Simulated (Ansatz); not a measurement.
The system is CuO.

```
CELL_PARAMETERS angstrom
1.99097 -2.15355 0.00000
1.99097 2.15355 0.00000
0.00000 0.00000 5.15593
ATOMIC_POSITIONS crystal
Cu 0.50000 0.00000 0.00000
Cu 0.00000 0.50000 0.50000
O 0.50000 0.50000 0.25000
O 0.50000 0.50000 0.75000
```

Measurements of this composition are mostly on another form, of space group No. 15.

Base run:

```yaml
Program: Ansatz 0.2.0
Functional: PBEsol
Potentials_or_basis: all-electron LAPW, scalar-relativistic
Cutoff: 406 eV (chosen from the basis error)
Basis_error_allowed: 0.002 eV/atom
k_mesh: 9 × 9 × 5
Occupations: fermi-dirac, width 0.05 eV
Spin: no spin polarisation
Hubbard_terms: Cu d U = 2 eV
```

Its results: band gap on the k mesh none (metal or under the smearing width); pressure -5.1 GPa.

Q: The run is repeated on the same cell with these changes: hubbard terms from Cu d U = 2 eV to none. What comes out?

A: Band gap on the k mesh none (metal or under the smearing width); pressure -6.0 GPa.

Caveats: the run has no spin polarisation, though such a crystal can be magnetic; the density of states is complete only up to the lowest level of the last band computed; U is the effective U less J, on atomic orbitals that reach past the spheres (some runs); U without spin polarisation on a metal has little footing (some runs); semilocal functionals often make such compounds metallic where correlation or magnetic order opens a gap, which also shifts bond lengths (some runs).
